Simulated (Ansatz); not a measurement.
**Na2S: how well frozen cores do**

Does the method matter for Na2S? The same cell, functional and mesh are run with full-potential LAPW, PAW on the default files and all-electron PAW on datasets made for the crystal.

Computed with Ansatz 0.2.0 (DFT PBEsol, scalar-relativistic, unless a step's input says otherwise).

## (1) Starting point

Symmetry: Fm-3m, No. 225, cubic system. The conventional cell has a = 6.526 Å, b = 6.526 Å, c = 6.526 Å, α = 90.00°, β = 90.00°, γ = 90.00°. Na (site symmetry -43m) is surrounded by 4 S at 2.83 Å. S (site symmetry m-3m) is surrounded by 8 Na at 2.83 Å.

As a file:

```cif
data_structure
_symmetry_space_group_name_H-M 'P 1'
_symmetry_Int_Tables_number 1
_cell_length_a 4.6146
_cell_length_b 4.6146
_cell_length_c 4.6146
_cell_angle_alpha 60.000
_cell_angle_beta 60.000
_cell_angle_gamma 60.000
_cell_volume 69.48
loop_
_atom_site_label
_atom_site_type_symbol
_atom_site_fract_x
_atom_site_fract_y
_atom_site_fract_z
_atom_site_occupancy
Na1 Na 0.25000 0.25000 0.25000 1
Na2 Na 0.75000 0.75000 0.75000 1
S1 S 0.00000 0.00000 0.00000 1
```

The structure is an experimental refinement, used without relaxation.

Atoms are numbered in the order of the input: Na1, Na2, S3.

## (2) Full-potential LAPW

input.yaml reads:

```yaml
crystal:
  lattice:
    - [0.0, 3.263, 3.263]
    - [3.263, 0.0, 3.263]
    - [3.263, 3.263, 0.0]
  atoms:
    - { symbol: Na, position: [0.25, 0.25, 0.25] }
    - { symbol: Na, position: [0.75, 0.75, 0.75] }
    - { symbol: S, position: [0.0, 0.0, 0.0] }
kpoints:
  mp_grid: { grid: [8, 8, 8] }
  band_path:
    path:
      - [0.0, 0.0, 0.0]
      - [0.5, 0.0, 0.5]
      - [0.625, 0.25, 0.625]
      - [0.375, 0.375, 0.75]
      - [0.0, 0.0, 0.0]
      - [0.5, 0.5, 0.5]
      - [0.5, 0.25, 0.75]
      - [0.5, 0.0, 0.5]
    npoints: 14
scf:
  occupations: { method: fermi_dirac, width: 0.02 }
hamiltonian:
  xc: pbesol
  pseudopotentials: { kind: all_electron, lapw: { basis_error: 0.001 } }
output:
  forces: true
  stress: true
  eigenvalues: true
  populations: true
  dos: { projected: true, de: 0.2, e_range: [-14, 8] }
```

The run is started by

```console
$ ansatz run input.yaml --threads 1 --pin off --max-ram 4096MiB --backend cpu --events-out ev --progress --plain --runs-dir out
```

## (3) PAW on the default files

Changes to input.yaml since step 2:

```diff
@@ -26,3 +26,3 @@
   xc: pbesol
-  pseudopotentials: { kind: all_electron, lapw: { basis_error: 0.001 } }
+  pseudopotentials: { kind: paw }
 output:
@@ -31,3 +31,9 @@
   eigenvalues: true
+  efg: { contact_densities: true }
   populations: true
+  bader: true
   dos: { projected: true, de: 0.2, e_range: [-14, 8] }
+  write_density: true
+  write_potential: true
+  elf: true
+  volumetric_format: npy
```

## (4) All-electron PAW on datasets made for the crystal

Changes to input.yaml since step 3:

```diff
@@ -21,3 +21,3 @@
       - [0.5, 0.0, 0.5]
-    npoints: 14
+    npoints: 8
 scf:
@@ -26,3 +26,3 @@
   xc: pbesol
-  pseudopotentials: { kind: paw }
+  pseudopotentials: { kind: all_electron, datasets: crystal }
 output:
@@ -32,8 +32 @@
   efg: { contact_densities: true }
-  populations: true
-  bader: true
-  dos: { projected: true, de: 0.2, e_range: [-14, 8] }
-  write_density: true
-  write_potential: true
-  elf: true
-  volumetric_format: npy
```

(Steps that only read results are left out.)

Q: Predict the outcome of this session. Wanted: pressure; gap; Bader charges; highest ELF.

As calculated:

| quantity | value |
| --- | --- |
| pressure | LAPW -0.32, PAW -0.32, crystal datasets -0.32 GPa |
| gap (LAPW) | 2.39 eV, direct at Γ |
| Bader charges (PAW) | Na1 +0.81, S3 -1.61 e |
| highest ELF (PAW) | 0.87, 0.90 Å from S |

**Reading.** The pressure is within half a GPa of zero, so the volume is close to equilibrium at this level. A gap opens: 2.39 eV, direct at Γ. It is the Kohn-Sham gap of a semilocal functional, which mostly lies below the gap found in experiment. S 3p states make 95 % of the projected weight in the top eV of the valence band. The projection holds only the free atom's occupied shells (Na 3s, S 3s, S 3p in this range). In pressure, PAW differs from LAPW by less than 0.01 GPa and less than 0.01 eV in the gap.
